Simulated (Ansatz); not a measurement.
# Ni (Im-3m), clamped-ion strain scan

These are results of DFT PBE, scalar-relativistic, plane waves, PAW (Ansatz 0.2.0), not measurements. The runs took a 420 eV cutoff, a Γ-centred 30×30×30 mesh and Gaussian smearing (0.15 eV). Collinear spins, started from moments 0.6 μB in atom order; the magnetic state may not be the lowest. Energies are free energies at this smearing, counted from the undisturbed cell; pressure is positive in compression.

Reference structure (relaxed at this level; with this scan's settings it stands at 0.2 GPa; this bcc form isn't the usual structure):

```xyz
1
Lattice="-1.4002 1.4002 1.4002 1.4002 -1.4002 1.4002 1.4002 1.4002 -1.4002" Properties=species:S:1:pos:R:3 pbc="T T T"
Ni    0.0000    0.0000    0.0000
```

The cell is strained by ε times the Voigt pattern (1, 1, 0, 0, 0, 0) (xx, yy, zz, yz, xz, xy; engineering shear) with fractional coordinates fixed. The cell is metallic on the mesh throughout.

ε, ΔE (meV/atom) and a bar:
```
  -0.1000      337.1 ##############################
  -0.0500       72.1 ######
   0.0000        0.0
   0.0250       13.7 #
   0.0750      110.6 ##########
```

Cost: 5 runs of about 2.3 core-minutes in all, on AMD EPYC 9R45 (Zen 5) (shared hosts).